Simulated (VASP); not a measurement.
Wanted: the native input for a VASP 6.6.1 run.

```yaml
Task: single point
Functional: r2SCAN
Potentials_or_basis: VASP PAW PBE potentials, release 64 (C, O)
Cutoff: 520 eV
k_mesh: 5 × 5 × 2
Occupations: gaussian, width 0.01 eV
Spin: no spin polarisation
Dipole_correction: no
Further_INCAR_settings: ALGO = Normal; EDIFF = 1e-06; NBANDS = 25
```

CO2:

```
CELL_PARAMETERS angstrom
2.63591 -2.38738 0.00000
2.63591 2.38738 0.00000
0.00000 0.00000 6.58718
ATOMIC_POSITIONS crystal
C 0.00000 0.00000 0.00000
C 0.50000 0.50000 0.50000
O 0.80651 0.19349 0.89184
O 0.19349 0.80651 0.10816
O 0.69349 0.30651 0.39184
O 0.30651 0.69349 0.60816
```

The cell comes from a database or a generator and needn't be the stable form of this composition.

These files were run (other wordings do the same):

POSCAR

```
CO2
1.0
    2.6359110000     -2.3873780000      0.0000000000
    2.6359110000      2.3873780000      0.0000000000
    0.0000000000      0.0000000000      6.5871750000
C O
2 4
Direct
    0.0000000000      0.0000000000      0.0000000000
    0.5000000000      0.5000000000      0.5000000000
    0.8065090000      0.1934910000      0.8918430000
    0.1934910000      0.8065090000      0.1081570000
    0.6934910000      0.3065090000      0.3918430000
    0.3065090000      0.6934910000      0.6081570000
```

INCAR.step1

```
SYSTEM = CO2
PREC = Accurate
ENCUT = 520
ISMEAR = 0
SIGMA = 0.01
LREAL = .False.
LASPH = .True.
NELM = 100
NBANDS = 25
GGA = PE
ALGO = Normal
EDIFF = 1E-4
LWAVE = .True.
LCHARG = .False.
```

INCAR.step2

```
SYSTEM = CO2
PREC = Accurate
ENCUT = 520
EDIFF = 1E-6
ISMEAR = 0
SIGMA = 0.01
LREAL = .False.
LASPH = .True.
NELM = 100
ALGO = Normal
ISIF = 2
LWAVE = .False.
LCHARG = .False.
METAGGA = R2SCAN
LMIXTAU = .True.
NBANDS = 25
ISTART = 1
```

KPOINTS

```
Automatic mesh
0
Gamma
  5 5 2
  0 0 0
```

Potentials or basis: VASP PAW PBE potentials, release 64 (C, O).

Run with:

```sh
$ cat potpaw_PBE.64/C/POTCAR potpaw_PBE.64/O/POTCAR > POTCAR
$ cp INCAR.step1 INCAR
$ mpirun -np 1 vasp_std > vasp.out
$ cp INCAR.step2 INCAR
$ mpirun -np 1 vasp_std > vasp.out
```

It gave:

```yaml
Pressure: 0.4 GPa
Largest_force: 0.055 eV/Å
Band_gap_on_the_k_mesh: 7.27 eV, indirect (least direct gap 7.79 eV)
```

Caveat: the k mesh is coarse (spacing up to 0.48 Å⁻¹), so the values aren't converged; the standard files for N, O and F lose accuracy on very short bonds; the PAW data sets were made with another functional, which shifts forces and pressure a little; an odd mesh through Γ misses points on the zone boundary, where band edges often lie.

It took 2.1 min on 1 thread of Intel(R) Xeon(R) Platinum 8488C (Sapphire Rapids), on a shared host, peak memory 0.2 GiB.
